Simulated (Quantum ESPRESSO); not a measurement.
**CuAu under changes of volume**

One of the cells (15.351 Å³/atom); the others are scaled copies at fixed shape and fractional positions:

```
Au Cu
1.0
     1.44306    0.83315    4.25617
    -1.44306    0.83315    4.25617
     0.00000   -1.66630    4.25617
Au Cu
1 1
Direct
  0.00000 0.00000 0.00000
  0.50000 0.50000 0.50000
```

The cell comes from a database or a generator and needn't be the stable form of this composition.

* Program: Quantum ESPRESSO 7.5
* Functional: PBEsol
* Potentials or basis: GBRV 1.5 PBEsol
* Cutoff: 762 eV
* Density cutoff: 6095 eV
* k mesh: 11 × 11 × 11
* Occupations: fermi-dirac, width 0.05 eV
* Spin: no spin polarisation

```csv
volume (Å³/atom),energy over the lowest point (meV/atom),pressure (GPa)
14.430,0.00,0.6
14.737,?,?
15.044,9.82,-5.8
15.351,23.08,-8.4
15.658,40.96,-10.7
15.965,62.85,-12.6
16.272,88.21,-14.2
```

**Question.** What does the run at 14.737 Å³/atom give?

**Answer.** Energy over the lowest point 1.86 meV/atom; pressure -2.8 GPa.

Worked out: A Birch-Murnaghan fit of order 3 (a polynomial in V^(-2/3)) to the other rows has its minimum at 14.50 Å³/atom with B0 = V·E''(V) = 167 GPa and B' = 5.5 at fixed shape and positions, which overstates the stiffness. It gives 1.86 meV/atom at 14.737 Å³/atom, against the run's 1.86, and -dE/dV = -2.6 GPa, against -2.8.

Energies are extrapolated to zero smearing.
